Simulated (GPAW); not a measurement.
# CdO (Monteponite) (Fm-3m) in GPAW: convergence with plane-wave cutoff (eV)

Aim: find how far plane-wave cutoff (eV) must go before the results for CdO (Monteponite) settle, at RPBE. This setting moves, with any that are tied to it; all else stays.

All numbers are computed with GPAW 26.7.0; they aren't measurements. Logs are shortened: lines on timing, memory, paths and dates and some standing lists are left out, and cuts for length are marked. The log counts tension as positive stress, the text compression.

### 1 The crystal as given

The structure is cubic, space group Fm-3m (No. 225). The conventional cell has a = 4.699 Å, b = 4.699 Å, c = 4.699 Å, α = 90.00°, β = 90.00°, γ = 90.00°. Cd (site symmetry m-3m) has 6 O at 2.35 Å as nearest neighbours. O (site symmetry m-3m) has 6 Cd at 2.35 Å as nearest neighbours.

### 2 With plane-wave cutoff (eV) 300

Input file run.py:

```python
from ase.dft.bandgap import bandgap
from ase.io import read, write
from ase.units import GPa
from gpaw import GPAW, PW

atoms = read('POSCAR')

calc = GPAW(mode=PW(300),
            xc='RPBE',
            kpts={'size': (10, 10, 10), 'gamma': True},
            occupations={'name': 'fermi-dirac', 'width': 0.05},
            nbands=18,
            convergence={'density': 1e-05, 'energy': 1e-05},
            maxiter=100,
            txt='gpaw.txt')
atoms.calc = calc
energy = atoms.get_potential_energy()
forces = atoms.get_forces()
stress = atoms.get_stress()
calc.write('gs.gpw')
write('result.traj', atoms)
print(f'Energy: {energy:.6f} eV')
print('Forces (eV/A):')
print(forces.round(4))
print('Stress (GPa):', (stress / GPa).round(3))
print('Fermi level:', round(calc.get_fermi_level(), 4), 'eV')
print(f'Gap: {bandgap(calc)[0]:.4f} eV, direct: {bandgap(calc, direct=True)[0]:.4f} eV')
```

Input file POSCAR:

```
CdO
1.0
    0.0000000000      2.3495000000      2.3495000000
    2.3495000000      0.0000000000      2.3495000000
    2.3495000000      2.3495000000      0.0000000000
Cd O
1 1
Direct
    0.0000000000      0.0000000000      0.0000000000
    0.5000000000      0.5000000000      0.5000000000
```

Potentials or basis: the program's PAW data sets (release 1.2.1) made for this functional, pw.

Started as:

```bash
$ OMP_NUM_THREADS=1 python run.py
```

gpaw.txt:

```text
__  _  _
 | _ |_)|_||  |
 |__||  | ||/\| - 26.7.0

Input parameters:
  mode=PW(ecut=300.0),
  convergence={'density': 1e-05, 'energy': 1e-05},
  kpts=MonkhorstPack(size=(10, 10, 10), gamma=True),
  maxiter=100,
  nbands=18,
  occupations=Occupations(name='fermi-dirac', width=0.05),
  xc=XC(name='RPBE')

Diagonalizing LCAO Hamiltonian
Converting LCAO to pw mode

               O

       Cd

Atoms  # Å, Bohr magnetons
|   | symbol |        x |        y |        z |    initial magnetic moments |
|---|--------|----------|----------|----------|-----------------------------|
| 0 |     Cd | 0.000000 | 0.000000 | 0.000000 | ( 0.0000,  0.0000,  0.0000) |
| 1 |      O | 2.349500 | 2.349500 | 2.349500 | ( 0.0000,  0.0000,  0.0000) |

Unit cell  # Å
| periodic |        x |        y |        z |  lengths |    angles |
|----------|----------|----------|----------|----------|-----------|
|      yes | 0.000000 | 2.349500 | 2.349500 | 3.322695 | 60.000000 |
|      yes | 2.349500 | 0.000000 | 2.349500 | 3.322695 | 60.000000 |
|      yes | 2.349500 | 2.349500 | 0.000000 | 3.322695 | 60.000000 |

Number of symmetries: 48
Symmetry operations  # r_c * U_cc + t_c -> r_c
|    | kind |            matrix            |
|----|------|------------------------------|
|  0 |  σ   |  1, 0, 0,  1, 0,-1,  1,-1, 0 |
|  1 |  C2  |  1, 0, 0,  1,-1, 0,  1, 0,-1 |
|  2 |  E   |  1, 0, 0,  0, 1, 0,  0, 0, 1 |
|  3 |  σ   |  1, 0, 0,  0, 0, 1,  0, 1, 0 |
|  4 |  C4  |  1, 0,-1,  1, 0, 0,  1,-1, 0 |
|  5 |  S6  |  1, 0,-1,  1,-1, 0,  1, 0, 0 |
|  6 |  σ   |  1, 0,-1,  0, 1,-1,  0, 0,-1 |
|  7 |  C3  |  1, 0,-1,  0, 0,-1,  0, 1,-1 |
|  8 |  S6  |  1,-1, 0,  1, 0, 0,  1, 0,-1 |
|  9 |  C4  |  1,-1, 0,  1, 0,-1,  1, 0, 0 |
| 10 |  C3  |  1,-1, 0,  0,-1, 1,  0,-1, 0 |
| 11 |  σ   |  1,-1, 0,  0,-1, 0,  0,-1, 1 |
| 12 |  σ   |  0, 1, 0,  1, 0, 0,  0, 0, 1 |
| 13 |  C4  |  0, 1, 0,  0, 1,-1, -1, 1, 0 |
| 14 |  C3  |  0, 1, 0,  0, 0, 1,  1, 0, 0 |
| 15 |  S6  |  0, 1, 0, -1, 1, 0,  0, 1,-1 |
| 16 |  C2  |  0, 1,-1,  1, 0,-1,  0, 0,-1 |
| 17 |  σ   |  0, 1,-1,  0, 1, 0, -1, 1, 0 |
| 18 |  S4  |  0, 1,-1,  0, 0,-1,  1, 0,-1 |
| 19 |  C4  |  0, 1,-1, -1, 1, 0,  0, 1, 0 |
| 20 |  C3  |  0, 0, 1,  1, 0, 0,  0, 1, 0 |
| 21 |  σ   |  0, 0, 1,  0, 1, 0,  1, 0, 0 |
| 22 |  S6  |  0, 0, 1,  0,-1, 1, -1, 0, 1 |
| 23 |  C4  |  0, 0, 1, -1, 0, 1,  0,-1, 1 |
| 24 |  S4  |  0, 0,-1,  1, 0,-1,  0, 1,-1 |
| 25 |  C3  |  0, 0,-1,  0, 1,-1,  1, 0,-1 |
| 26 |  C2  |  0, 0,-1,  0,-1, 0, -1, 0, 0 |
| 27 |  S6  |  0, 0,-1, -1, 0, 0,  0,-1, 0 |
| 28 |  S4  |  0,-1, 1,  1,-1, 0,  0,-1, 0 |
| 29 |  C4  |  0,-1, 1,  0, 0, 1, -1, 0, 1 |
| 30 |  C2  |  0,-1, 1,  0,-1, 0,  1,-1, 0 |
| 31 |  σ   |  0,-1, 1, -1, 0, 1,  0, 0, 1 |
| 32 |  C3  |  0,-1, 0,  1,-1, 0,  0,-1, 1 |
| 33 |  S6  |  0,-1, 0,  0, 0,-1, -1, 0, 0 |
| 34 |  S4  |  0,-1, 0,  0,-1, 1,  1,-1, 0 |
| 35 |  C2  |  0,-1, 0, -1, 0, 0,  0, 0,-1 |
| 36 |  C2  | -1, 1, 0,  0, 1, 0,  0, 1,-1 |
| 37 |  S6  | -1, 1, 0,  0, 1,-1,  0, 1, 0 |
| 38 |  S4  | -1, 1, 0, -1, 0, 1, -1, 0, 0 |
| 39 |  C3  | -1, 1, 0, -1, 0, 0, -1, 0, 1 |
| 40 |  S6  | -1, 0, 1,  0, 0, 1,  0,-1, 1 |
| 41 |  C2  | -1, 0, 1,  0,-1, 1,  0, 0, 1 |
| 42 |  C3  | -1, 0, 1, -1, 1, 0, -1, 0, 0 |
| 43 |  S4  | -1, 0, 1, -1, 0, 0, -1, 1, 0 |
| 44 |  C2  | -1, 0, 0,  0, 0,-1,  0,-1, 0 |
| 45 |  i   | -1, 0, 0,  0,-1, 0,  0, 0,-1 |
| 46 |  σ   | -1, 0, 0, -1, 1, 0, -1, 0, 1 |
| 47 |  C2  | -1, 0, 0, -1, 0, 1, -1, 1, 0 |

BZ-sampling:
  Number of BZ points: 1000
  Number of IBZ points: 47

  Monkhorst-Pack size: [10, 10, 10]
  Monkhorst-Pack shift: [0.05, 0.05, 0.05]

K-points  # in reciprocal-cell coordinates
|     |                                coordinates |     weight |
|-----|--------------------------------------------|------------|
|   0 | (  0.00000000,   0.00000000,   0.00000000) | 0.00100000 |
|   1 | (  0.10000000,   0.10000000,   0.00000000) | 0.00600000 |
|   2 | (  0.10000000,   0.10000000,   0.10000000) | 0.00800000 |
|   3 | (  0.20000000,   0.10000000,   0.10000000) | 0.01200000 |
|   4 | (  0.20000000,   0.20000000,   0.00000000) | 0.00600000 |
|   5 | (  0.20000000,   0.20000000,   0.10000000) | 0.02400000 |
|   6 | (  0.20000000,   0.20000000,   0.20000000) | 0.00800000 |
|   7 | (  0.30000000,   0.20000000,   0.10000000) | 0.02400000 |
|   8 | (  0.30000000,   0.20000000,   0.20000000) | 0.02400000 |
|   9 | (  0.30000000,   0.30000000,   0.00000000) | 0.00600000 |
| ... |                                            |            |
|  46 | (  0.50000000,   0.50000000,   0.50000000) | 0.00400000 |

Plane wave coefficients: 331
Cutoff: 300.0 eV

Spin-components: 1 (collinear spins)
Bands:           18
Projectors:      11
Spin-degeneracy: 2
Datatype:        complex128

Parallelization:
  kpt:    1
  domain: 1
  band:   1

Density:
  Valence electrons: 18.0
  Components: 1
  Grid points: [14 14 14]
  Charge: 0.0  # |e|

Potential:
  Grid points: [14 14 14]

species:
  Cd:
    name:    Cadmium
    Z:       48.0
    valence: 12
    core:    36
    charge:  0.0  # [|e|]
    compensation charges:
      type: gauss
      rc: 0.38  # [Å]
      lmax: 2
    cutoffs:
      filter: 2.12  # [Å]
      core: 2.62  # [Å]
    projectors
    | kind |    occ | energy [eV] | rcut [Å] |
    |------|--------|-------------|----------|
    |   5s |  2.000 |      -5.542 |    1.191 |
    |   5p |  0.000 |      -1.167 |    1.228 |
    |   4d | 10.000 |     -11.705 |    1.164 |
    |    s |        |      21.670 |    1.191 |
    |    p |        |      26.044 |    1.228 |
    |    d |        |      15.507 |    1.164 |

    Using partial waves for Cd as LCAO basis

  O:
    name:    Oxygen
    Z:       8.0
    valence: 6
    core:    2
    charge:  0.0  # [|e|]
    compensation charges:
      type: gauss
      rc: 0.21  # [Å]
      lmax: 2
    cutoffs:
      filter: 1.17  # [Å]
      core: 0.83  # [Å]
    projectors
    | kind |    occ | energy [eV] | rcut [Å] |
    |------|--------|-------------|----------|
    |   2s |  2.000 |     -24.041 |    0.688 |
    |   2p |  4.000 |      -8.984 |    0.598 |
    |    s |        |       3.170 |    0.688 |
    |    p |        |      18.228 |    0.598 |
    |    d |        |       0.000 |    0.619 |

    Using partial waves for O as LCAO basis

Reference energy: -154224.725917  # eV

eigensolver:
  PPCG
  Converge bands: occupied
  niter=2

density mixing:
  MSR1-Mixer
  Pratt-step length: 0.05
  Maximum mixing coefficient: 0.75
  Old densities: 10
  SVD Regularization: 0.005
  Good broyden scale: 1.0
  Trust region scale: 1.0
  Backstep threshold: 4.0
  History deletion threshold: 6.0
  Fourier metric: weight=20.0, sigma=0.015

occupation numbers:
  Fermi-Dirac:
    width: 0.0500  # eV

poisson solver:
  ecut: 2400.0  # eV

xc functional:
  name: RPBE with 2 nearest neighbor stencil

convergence criteria:
- Maximum integral of absolute [dens]ity change: 1e-05 electrons / valence electron
- Maximum [total energy] change in last 3 cyles: 1e-05 eV / valence electron
- Maximum integral of absolute [eigenst]ate change: 4e-08 eV^2 / valence electron
maximum number of iterations: 100

SCF iterations
|iter     | |      energy | eigst |  dens |
|---------|-|-------------|-------|-------|
|iter:   1| |   -0.792161 | -0.39 |       |
|iter:   2| |   -0.656520 | -2.76 | -1.03 |
|iter:   3| |   -0.155839 | -2.00 | -1.06 |
|iter:   4| |   -0.133758 | -2.95 | -1.66 |
|iter:   5| |   -0.134418 | -4.89 | -2.74 |
|iter:   6| |   -0.134615 | -5.68 | -3.09 |
|iter:   7| |   -0.134630 | -6.67 | -3.66 |
|iter:   8| |   -0.134627c| -8.14c| -4.45 |
|iter:   9| |   -0.134626c| -8.14c| -5.12c|

Converged in 9 steps
Energy contributions relative to reference atoms: (reference = -154224.725917)

Energy contributions:
  Kinetic:           9.240223
  Coulomb:          -0.675399
  Zero:              0.407293
  External:          0.000000
  Xc:               -9.106195
  Entropy:          -0.001095
  Spinorbit:         0.000000
  ----------------------------
  Free energy:      -0.135174
  Extrapolated:     -0.134626

dipole moment: (-15.221041, -15.221041, -15.221041)  # |e|*Ang

Fermi level: 6.916
Eigenvalues  # (at kpt = [0.000, 0.000, 0.000])
| band index |      eig [eV] | occ [0-2] |
|------------|---------------|-----------|
|          0 |       -12.050 |     2.000 |
|        ... |               |           |
|          2 |         0.042 |     2.000 |
|          3 |         0.042 |     2.000 |
|          4 |         0.338 |     2.000 |
|          5 |         0.338 |     2.000 |
|          6 |         5.057 |     2.000 |
|          7 |         5.062 |     2.000 |
[... 8 lines left out ...]
|         16 |        24.889 |     0.000 |
|         17 |        29.870 |     0.000 |

No gap
No difference between direct/indirect transitions

Forces  # eV/Ang
|       x |        y |        z |
|---------|----------|----------|
| 0.00000 | -0.00000 | -0.00000 |  # Cd   0
| 0.00000 |  0.00000 | -0.00000 |  # O    1

Stress tensor  # eV/Ang^3
|        x |         y |         z |
|----------|-----------|-----------|
| 0.620448 |  0.000000 |  0.000000 |
| 0.000000 |  0.620448 | -0.000000 |
| 0.000000 | -0.000000 |  0.620448 |

# Writing to gs.gpw (mode='')
```

stdout:

```text
Energy: -0.134626 eV
Forces (eV/A):
[[ 0. -0. -0.]
 [ 0.  0. -0.]]
Stress (GPa): [99.407 99.407 99.407 -0.     0.     0.   ]
Fermi level: 6.9162 eV
Gap: 0.0000 eV, direct: 0.0000 eV
```

Wall time 5.9 s (1 thread of Arm Neoverse V2, shared host); peak memory 0.13 GiB.

Results:

* Free energy: -0.1352 eV
* Pressure: -99.4 GPa
* Band gap on the k mesh: none (metal or under the smearing width)

### 3 With plane-wave cutoff (eV) 350

run.py, as its differences from that of step 2:

```diff
@@ -7,3 +7,3 @@
 
-calc = GPAW(mode=PW(300),
+calc = GPAW(mode=PW(350),
             xc='RPBE',
```

POSCAR is that of step 2.

Potentials or basis: the program's PAW data sets (release 1.2.1) made for this functional, pw.

Started as:

```bash
$ OMP_NUM_THREADS=1 python run.py
```

It took 6.8 s on 1 thread of Arm Neoverse V2, shared host; peak memory 0.13 GiB.

What came out:

| Item | Value |
| --- | --- |
| Free energy | -3.4454 eV |
| Pressure | -63.6 GPa |
| Band gap on the k mesh | none (metal or under the smearing width) |

### 4 With plane-wave cutoff (eV) 400

run.py, as its differences from that of step 3:

```diff
@@ -7,3 +7,3 @@
 
-calc = GPAW(mode=PW(350),
+calc = GPAW(mode=PW(400),
             xc='RPBE',
```

POSCAR is that of step 3.

Started as:

```bash
$ OMP_NUM_THREADS=1 python run.py
```

It took 6.7 s on 1 thread of Arm Neoverse V2, shared host; peak memory 0.13 GiB.

Results:

* Free energy: -5.4412 eV
* Pressure: -33.6 GPa
* Band gap on the k mesh: none (metal or under the smearing width)

### 5 With plane-wave cutoff (eV) 500

run.py, as its differences from that of step 4:

```diff
@@ -7,3 +7,3 @@
 
-calc = GPAW(mode=PW(400),
+calc = GPAW(mode=PW(500),
             xc='RPBE',
```

POSCAR is that of step 4.

Started as:

```bash
$ OMP_NUM_THREADS=1 python run.py
```

It took 11 s on 1 thread of Arm Neoverse V2, shared host; peak memory 0.14 GiB.

Results:

* Free energy: -6.9029 eV
* Pressure: -3.3 GPa
* Band gap on the k mesh: none (metal or under the smearing width)

### 6 With plane-wave cutoff (eV) 600

run.py, as its differences from that of step 5:

```diff
@@ -7,3 +7,3 @@
 
-calc = GPAW(mode=PW(500),
+calc = GPAW(mode=PW(600),
             xc='RPBE',
```

POSCAR is that of step 5.

Potentials or basis: the program's PAW data sets (release 1.2.1) made for this functional, pw.

Started as:

```bash
$ OMP_NUM_THREADS=1 python run.py
```

It took 11 s on 1 thread of Arm Neoverse V2, shared host; peak memory 0.15 GiB.

Results (log left out):

```
Free energy            : -7.2447 eV
Pressure               : 6.6 GPa
Band gap on the k mesh : none (metal or under the smearing width)
```

### 7 With plane-wave cutoff (eV) 700

run.py, as its differences from that of step 6:

```diff
@@ -7,3 +7,3 @@
 
-calc = GPAW(mode=PW(600),
+calc = GPAW(mode=PW(700),
             xc='RPBE',
```

POSCAR is that of step 6.

Started as:

```bash
$ OMP_NUM_THREADS=1 python run.py
```

Wall time 18 s (1 thread of Arm Neoverse V2, shared host); peak memory 0.15 GiB.

Results (log left out):

- Free energy: -7.3139 eV
- Pressure: 9.4 GPa
- Band gap on the k mesh: none (metal or under the smearing width)

### 8 With plane-wave cutoff (eV) 800

run.py, as its differences from that of step 7:

```diff
@@ -7,3 +7,3 @@
 
-calc = GPAW(mode=PW(700),
+calc = GPAW(mode=PW(800),
             xc='RPBE',
```

POSCAR is that of step 7.

Started as:

```bash
$ OMP_NUM_THREADS=1 python run.py
```

It took 22 s on 1 thread of Arm Neoverse V2, shared host; peak memory 0.17 GiB.

Results (log left out):

- Free energy: -7.3254 eV
- Pressure: 10.0 GPa
- Band gap on the k mesh: none (metal or under the smearing width)

### 9 With plane-wave cutoff (eV) 1000

run.py, as its differences from that of step 8:

```diff
@@ -7,3 +7,3 @@
 
-calc = GPAW(mode=PW(800),
+calc = GPAW(mode=PW(1000),
             xc='RPBE',
```

POSCAR is that of step 8.

Potentials or basis: the program's PAW data sets (release 1.2.1) made for this functional, pw.

Started as:

```bash
$ OMP_NUM_THREADS=1 python run.py
```

Run time: 23 s. Hardware: 1 thread of Arm Neoverse V2, shared host; peak memory 0.18 GiB.

The run converged. Its results:

```yaml
Free_energy: -7.3265 eV
Pressure: 10.1 GPa
Band_gap_on_the_k_mesh: none (metal or under the smearing width)
```

### 10 With plane-wave cutoff (eV) 1200

run.py, as its differences from that of step 9:

```diff
@@ -7,3 +7,3 @@
 
-calc = GPAW(mode=PW(1000),
+calc = GPAW(mode=PW(1200),
             xc='RPBE',
```

POSCAR is that of step 9.

Started as:

```bash
$ OMP_NUM_THREADS=1 python run.py
```

Wall time 33 s (1 thread of Arm Neoverse V2, shared host); peak memory 0.2 GiB.

The run converged. Its results:

- Free energy: -7.3270 eV
- Pressure: 10.1 GPa
- Band gap on the k mesh: none (metal or under the smearing width)

### 11 Result

```
plane-wave cutoff (eV)  energy less the tightest run, at zero smearing (meV/atom)  pressure (GPa)  SCF cycles  CPU time (s)  peak memory (GiB)
                   300                                                    3596.05          -99.41           9           5.9               0.13
                   350                                                    1940.80          -63.62          10           6.8               0.13
                   400                                                     942.89          -33.61           9           6.7               0.13
                   500                                                     212.05           -3.30          10            11               0.14
                   600                                                      41.13            6.64          10            11               0.15
                   700                                                       6.55            9.38          10            18               0.15
                   800                                                       0.79           10.03          10            22               0.17
                  1000                                                       0.24           10.12          10            23               0.18
                  1200                                                       0.00           10.12          10            33                0.2
```

Against the tightest run, the energy stays within 1 meV/atom from 800 on; the pressure stays within 0.1 GPa from 800 on. The tightest run that finished is the yardstick and may itself not be fully converged.
